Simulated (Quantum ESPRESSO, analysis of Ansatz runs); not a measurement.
# Al2O3 (R-3c), nudged elastic band: V_O hop (2.6 Å) (q = +2) (Quantum ESPRESSO), part 3 of 3

How high is the barrier when O changes place in Al2O3 (R-3c)? The case: V_O hop (2.6 Å), charge +2, in a cell of 80 host atoms with 1 O taken out.

Quantum ESPRESSO 7.5; Quantum ESPRESSO plane-wave DFT, PBEsol, GBRV 1.5 PBEsol potentials; nudged elastic band between two relaxed defect structures at fixed charge in a uniform background.

So far: Starting point; Relaxation of the start point, charge +2; Relaxation of the end point, charge +2.

## (4) Nudged elastic band, charge +2

3 movable images are laid between the ends by interpolation. Each image feels the true force across the path and a spring force along it. The highest image is set to climb to the top of the path.

This step: Quantum ESPRESSO plane-wave DFT, PBEsol, GBRV 1.5 PBEsol potentials; nudged elastic band between two relaxed defect structures at fixed charge in a uniform background.

neb.in

```
BEGIN
BEGIN_PATH_INPUT
&PATH
  restart_mode = 'from_scratch'
  string_method = 'neb'
  nstep_path = 45
  ds = 1.5
  opt_scheme = 'broyden'
  num_of_images = 5
  k_max = 0.3
  k_min = 0.2
  CI_scheme = 'auto'
  path_thr = 0.06
/
END_PATH_INPUT
BEGIN_ENGINE_INPUT
&CONTROL
  prefix = 'pwscf'
  outdir = './tmp'
  pseudo_dir = './pseudo'
  disk_io = 'low'
/
&SYSTEM
  ibrav = 0
  nat = 79
  ntyp = 2
  ecutwfc = 36
  ecutrho = 288
  nbnd = 192
  occupations = 'fixed'
  tot_charge = 2
  nosym = .true.
/
&ELECTRONS
  conv_thr = 8d-08
  electron_maxstep = 100
  mixing_beta = 0.5
/
ATOMIC_SPECIES
Al    26.9815 al_pbesol_v1.uspp.F.UPF
O     15.9990 o_pbesol_v1.2.uspp.F.UPF
CELL_PARAMETERS angstrom
   4.7750098535    2.7568532772    8.6755440955
  -4.7750098535    2.7568532772    8.6755440955
   0.0000000000   -5.5137065544    8.6755440955
BEGIN_POSITIONS
FIRST_IMAGE
ATOMIC_POSITIONS crystal
Al     0.3210871307    0.3216192863    0.3215559006
Al     0.3955126206    0.4467535364    0.4184999197
Al     0.0737829063    0.0748349269    0.0730374252
Al     0.1864058527    0.1723723177    0.1710915968
O      0.2219916069    0.0282746971    0.3751616569
O      0.4713921591    0.1243253525    0.2803201685
O      0.0407065532    0.3730202628    0.2193011958
O      0.3811538192    0.2205394019    0.0229911430
O      0.1245635344    0.2759666370    0.4744891815
O      0.2792656482    0.4728165009    0.1239769251
Al     0.3245372288    0.3260769355    0.8193468930
Al     0.4265917007    0.4248766050    0.9267178896
Al     0.0741232124    0.0725044341    0.5745526481
Al     0.1749666648    0.1759121257    0.6779477140
O      0.2238687175    0.0282238212    0.8746496708
O      0.4781829001    0.1302036636    0.7649801943
O      0.0271699078    0.3753174632    0.7221448337
O      0.3790563561    0.2256715647    0.5269664654
O      0.1270615861    0.2780069256    0.9708222043
O      0.2783279238    0.4736165806    0.6212515057
Al     0.3224344232    0.8244489347    0.3262948244
Al     0.4253914085    0.9242563292    0.4285763985
Al     0.0770691876    0.5754342467    0.0704142079
Al     0.1721141926    0.6799846991    0.1750086291
O      0.2084319566    0.5311109663    0.3774858527
O      0.4701946570    0.6232603676    0.2807132168
O      0.0245080914    0.8778957788    0.2235785835
O      0.3729740528    0.7212328093    0.0313773261
O      0.1222055307    0.7795633129    0.4724522313
O      0.2785788210    0.9723415435    0.1252562368
Al     0.3233667597    0.8208327031    0.8254410435
Al     0.4240556940    0.9242103533    0.9295581220
Al     0.0628055297    0.5793201565    0.5780954872
Al     0.1754266855    0.6774076555    0.6755847609
O      0.2247412884    0.5268778187    0.8724987419
O      0.4721266977    0.6220180229    0.7779469492
O      0.0252888315    0.8758017435    0.7222407744
O      0.3742936954    0.7216424839    0.5285573590
O      0.1245658115    0.7780639891    0.9723801721
O      0.2786756809    0.9723827807    0.6260195606
Al     0.8536749601    0.3319343592    0.3036642134
Al     0.9280505746    0.4289555215    0.4288352560
Al     0.5739226267    0.0719056735    0.0800014889
Al     0.6756804789    0.1776522290    0.1772769926
O      0.7168146914    0.0377592126    0.3784108329
O      0.9709511669    0.1291511228    0.2767480087
O      0.5269449614    0.3761188657    0.2287451447
O      0.8749184464    0.2219082924    0.0287890876
O      0.7789910393    0.4697395619    0.1271696420
Al     0.8237198604    0.3219822593    0.8262209221
Al     0.9268104192    0.4241265899    0.9259884584
Al     0.5669247039    0.0557735022    0.5849339726
Al     0.6822694675    0.1654838403    0.6946658383
O      0.7229382784    0.0210205402    0.8845024127
O      0.9703703422    0.1245156052    0.7780515284
O      0.5324347775    0.3720142984    0.7127062673
O      0.8700698255    0.2234909479    0.5247396435
O      0.6242766097    0.2779048020    0.9737897403
O      0.7777825210    0.4702111647    0.6261186249
Al     0.8225803075    0.8237668845    0.3255942638
Al     0.9247270885    0.9310387937    0.4243741639
Al     0.5743250253    0.5744659786    0.0726345072
Al     0.6748277694    0.6778031646    0.1760705254
O      0.7222419298    0.5217086715    0.3743512697
O      0.9698747681    0.6265179040    0.2776416188
O      0.5273851534    0.8738169473    0.2241815486
O      0.8761719404    0.7191064678    0.0291950574
O      0.6248533773    0.7767383622    0.4726186231
O      0.7770521816    0.9725482656    0.1284283569
Al     0.8251325186    0.8208480434    0.8262963233
Al     0.9257420573    0.9250544539    0.9296190563
Al     0.5735180085    0.5731803730    0.5728251560
Al     0.6752248538    0.6705313792    0.6785666970
O      0.7217983417    0.5263354619    0.8766248538
O      0.9706884148    0.6251501179    0.7780970627
O      0.5261691167    0.8660060572    0.7294474989
O      0.8680463546    0.7274652531    0.5299339368
O      0.6245751093    0.7780013020    0.9724754409
O      0.7710477889    0.9854420658    0.6202219457
INTERMEDIATE_IMAGE
ATOMIC_POSITIONS crystal
Al     0.3214988460    0.3220918745    0.3222166360
Al     0.4027902136    0.4416629745    0.4207796896
[... 77 atom lines left out ...]
INTERMEDIATE_IMAGE
ATOMIC_POSITIONS crystal
Al     0.3220435358    0.3225468411    0.3228147371
Al     0.4096147497    0.4368863082    0.4229142580
[... 77 atom lines left out ...]
INTERMEDIATE_IMAGE
ATOMIC_POSITIONS crystal
Al     0.3225155453    0.3230006078    0.3234198799
Al     0.4164444923    0.4321112568    0.4250443301
[... 77 atom lines left out ...]
LAST_IMAGE
ATOMIC_POSITIONS crystal
Al     0.3229268022    0.3234914324    0.3240414022
Al     0.4237605583    0.4269785369    0.4273292894
[... 4 atom lines left out ...]
O      0.0197308185    0.3693614808    0.2368033449
[... 8 atom lines left out ...]
O      0.4573045385    0.1265033276    0.7825745240
[... 24 atom lines left out ...]
Al     0.8156417353    0.3340140172    0.3072147687
Al     0.9309228450    0.4437770681    0.4169770941
[... 3 atom lines left out ...]
O      0.9655877735    0.1273950170    0.2893829092
[... 5 atom lines left out ...]
Al     0.5698559007    0.0706613432    0.5730048399
Al     0.6443779078    0.1675694032    0.6981366173
[... 2 atom lines left out ...]
O      0.5270988781    0.3703101869    0.7250609041
O      0.6278451033    0.2759591317    0.4771035580
[... 3 atom lines left out ...]
Al     0.9245132478    0.9261943213    0.4292155370
[... 2 atom lines left out ...]
O      0.7268861743    0.5140194002    0.3817212136
[... 14 atom lines left out ...]
O      0.7758002868    0.9778506041    0.6275123547
END_POSITIONS
K_POINTS gamma
END_ENGINE_INPUT
END
```

Command:

```bash
> OMP_NUM_THREADS=1 mpirun -n 8 neb.x -ni 2 -inp neb.in > neb.out
```

The log of the run:

```text
[shortened: banners, details of potentials and solvers, and blank lines are left out]
[banner, memory and clock lines left out]
     path-images division:  nimage    =       2
     initial path length           =  5.0205 bohr
     initial inter-image distance  =  1.2551 bohr
     string_method                 =    neb
     restart_mode                  =    from_scratch
     opt_scheme                    =    broyden
     num_of_images                 =    5
     nstep_path                    =    45
     CI_scheme                     =    auto
     first_last_opt                =    F
     use_freezing                  =    F
     ds                            =    1.5000 a.u.
     k_max                         =    0.3000 a.u.
     k_min                         =    0.2000 a.u.
     path_thr                      =    0.0600 eV / A
     ------------------------------ iteration   1 ------------------------------
     activation energy (->) =   3.225733 eV
     activation energy (<-) =   3.225708 eV
     image        energy (eV)        error (eV/A)        frozen
         1     -23675.9972461            0.021613            T
         2     -23674.2610547            1.849877            F
         3     -23672.7715134            2.191831            F
         4     -23674.2621352            1.846765            F
         5     -23675.9972211            0.025452            T
     climbing image =  3
     path length          =  5.021 bohr
     inter-image distance =  1.255 bohr
     ------------------------------ iteration   2 ------------------------------
     activation energy (->) =   2.436272 eV
     activation energy (<-) =   2.436247 eV
     image        energy (eV)        error (eV/A)        frozen
         1     -23675.9972461            0.021613            T
         2     -23674.5184228            1.050861            F
         3     -23673.5609739            1.289211            F
         4     -23674.5208349            1.050757            F
         5     -23675.9972211            0.025452            T
     climbing image =  3
     path length          =  5.096 bohr
[...]
------------------------------ iteration   3 ------------------------------
     activation energy (->) =   2.099660 eV
     activation energy (<-) =   2.099634 eV
     image        energy (eV)        error (eV/A)        frozen
         1     -23675.9972461            0.021613            T
         2     -23674.6623763            1.287248            F
         3     -23673.8975866            0.795419            F
         4     -23674.6652703            1.273978            F
         5     -23675.9972211            0.025452            T
     climbing image =  3
     path length          =  5.218 bohr
[...]
------------------------------ iteration   4 ------------------------------
     activation energy (->) =   1.990857 eV
     activation energy (<-) =   1.990832 eV
     image        energy (eV)        error (eV/A)        frozen
         1     -23675.9972461            0.021613            T
         2     -23674.7206807            1.348934            F
         3     -23674.0063892            0.450783            F
         4     -23674.7235861            1.330964            F
         5     -23675.9972211            0.025452            T
     climbing image =  3
     path length          =  5.337 bohr
[...]
------------------------------ iteration   5 ------------------------------
     activation energy (->) =   1.965930 eV
     activation energy (<-) =   1.965905 eV
     image        energy (eV)        error (eV/A)        frozen
         1     -23675.9972461            0.021613            T
         2     -23674.7693900            0.593640            F
         3     -23674.0313161            0.173094            F
         4     -23674.7716655            0.586581            F
         5     -23675.9972211            0.025452            T
     climbing image =  3
     path length          =  5.347 bohr
[...]
------------------------------ iteration   6 ------------------------------
     activation energy (->) =   1.947775 eV
     activation energy (<-) =   1.947750 eV
     image        energy (eV)        error (eV/A)        frozen
         1     -23675.9972461            0.021613            T
         2     -23674.7917679            0.101236            F
         3     -23674.0494710            0.101439            F
         4     -23674.7937477            0.099820            F
         5     -23675.9972211            0.025452            T
     climbing image =  3
     path length          =  5.397 bohr
[...]
------------------------------ iteration   7 ------------------------------
     activation energy (->) =   1.940014 eV
     activation energy (<-) =   1.939989 eV
     image        energy (eV)        error (eV/A)        frozen
         1     -23675.9972461            0.021613            T
         2     -23674.8015466            0.053446            F
         3     -23674.0572321            0.102935            F
         4     -23674.8033626            0.052751            F
         5     -23675.9972211            0.025452            T
     climbing image =  3
     path length          =  5.433 bohr
[...]
------------------------------ iteration   8 ------------------------------
     activation energy (->) =   1.937651 eV
     activation energy (<-) =   1.937626 eV
     image        energy (eV)        error (eV/A)        frozen
         1     -23675.9972461            0.021613            T
         2     -23674.8043015            0.039393            F
         3     -23674.0595947            0.080394            F
         4     -23674.8060615            0.043981            F
         5     -23675.9972211            0.025452            T
     climbing image =  3
     path length          =  5.442 bohr
[...]
------------------------------ iteration   9 ------------------------------
     activation energy (->) =   1.935899 eV
     activation energy (<-) =   1.935874 eV
     image        energy (eV)        error (eV/A)        frozen
         1     -23675.9972461            0.021613            T
         2     -23674.8080871            0.065911            F
         3     -23674.0613474            0.176192            F
         4     -23674.8097256            0.084607            F
         5     -23675.9972211            0.025452            T
     climbing image =  3
     path length          =  5.462 bohr
[...]
------------------------------ iteration  10 ------------------------------
     activation energy (->) =   1.935243 eV
     activation energy (<-) =   1.935218 eV
     image        energy (eV)        error (eV/A)        frozen
         1     -23675.9972461            0.021613            T
         2     -23674.8093636            0.029954            F
         3     -23674.0620029            0.196662            F
         4     -23674.8109842            0.064693            F
         5     -23675.9972211            0.025452            T
     climbing image =  3
     path length          =  5.466 bohr
[...]
------------------------------ iteration  11 ------------------------------
     activation energy (->) =   1.934956 eV
     activation energy (<-) =   1.934931 eV
     image        energy (eV)        error (eV/A)        frozen
         1     -23675.9972461            0.021613            T
         2     -23674.8099471            0.017720            F
         3     -23674.0622899            0.179242            F
         4     -23674.8115755            0.039885            F
         5     -23675.9972211            0.025452            T
     climbing image =  3
     path length          =  5.466 bohr
[...]
------------------------------ iteration  12 ------------------------------
     activation energy (->) =   1.934441 eV
     activation energy (<-) =   1.934416 eV
     image        energy (eV)        error (eV/A)        frozen
         1     -23675.9972461            0.021613            T
         2     -23674.8109543            0.027856            F
         3     -23674.0628054            0.083977            F
         4     -23674.8125192            0.012501            F
         5     -23675.9972211            0.025452            T
     climbing image =  3
     path length          =  5.468 bohr
[...]
------------------------------ iteration  13 ------------------------------
     activation energy (->) =   1.934235 eV
     activation energy (<-) =   1.934210 eV
     image        energy (eV)        error (eV/A)        frozen
         1     -23675.9972461            0.021613            T
         2     -23674.8127671            0.069015            F
         3     -23674.0630111            0.130747            F
         4     -23674.8141728            0.032485            F
         5     -23675.9972211            0.025452            T
     climbing image =  3
     path length          =  5.472 bohr
[...]
------------------------------ iteration  14 ------------------------------
     activation energy (->) =   1.934062 eV
     activation energy (<-) =   1.934037 eV
     image        energy (eV)        error (eV/A)        frozen
         1     -23675.9972461            0.021613            T
         2     -23674.8126458            0.027099            F
         3     -23674.0631841            0.047979            F
         4     -23674.8140844            0.014176            F
         5     -23675.9972211            0.025452            T
     climbing image =  3
     path length          =  5.471 bohr
     inter-image distance =  1.368 bohr
     neb: convergence achieved in  14 iterations
```

Elapsed: 11 min, on 8 MPI ranks of Arm Neoverse V1, shared host; peak memory 2 GiB; 90 min of CPU time.

Images along the path:

```csv
image,path (Å),energy (eV),"O57: x, y, z (Å)"
0,0.000,0.0000,"3.087, 0.122, 14.040"
1,0.793,1.1846,"2.735, 0.049, 13.511"
2,1.447,1.9341,"2.384, -0.008, 13.011"
3,2.101,1.1832,"2.032, -0.066, 12.510"
4,2.895,0.0000,"1.680, -0.139, 11.980"
```

Numbers from this step:

- barrier forward: 1.934 eV
- barrier backward: 1.934 eV
- end less start: 2.50e-5 eV
- hop length: 2.508 Å

The band met its tolerance of 0.06 eV/Å after 14 iterations, with image 2 on top (the start counts as 0). O57, which moves farthest between the ends, has 4 Al at 1.85 to 2.05 Å nearest at the start and 2 Al at 1.67 Å at the top.

## (5) Summary of results

```yaml
barrier_forward: 1.93 eV
barrier_backward: 1.93 eV
end_less_start: 0.00 eV
hop_length: 2.51 Å
band_iterations_as_the_log_counts_them: 14
```

The top of the band lies 1.93 eV above the start and 1.93 eV above the end, which are alike in energy and neighbours. With an assumed prefactor of 1e13 per second it gives one hop a second along this one path at about 750 K; whether such hops link up through the crystal wasn't checked. At the top O57 stands 1.67 Å from its nearest Al, 0.18 Å closer than at the start. The order of the top as a saddle was not checked for all atoms, so a bent path could be lower. No image-charge correction is applied; it largely cancels along a path if the charge stays localised alike. Keep in mind: sampling at the zone centre alone can move energies of charged and open-shell states by tenths of an eV or more in cells of this size. The cutoff of 36 Ry is under the 40 Ry advised for these potentials.

[Logs are printed without paths, hosts, clocks, repeated set-up lines and the standing remarks that a program may print on its own settings, such as how far it seeks lower states.]

[Hosts, paths, dates, database ids (printed as entryN), source tags and the programs' standing remarks are cut or masked in the printed files.]
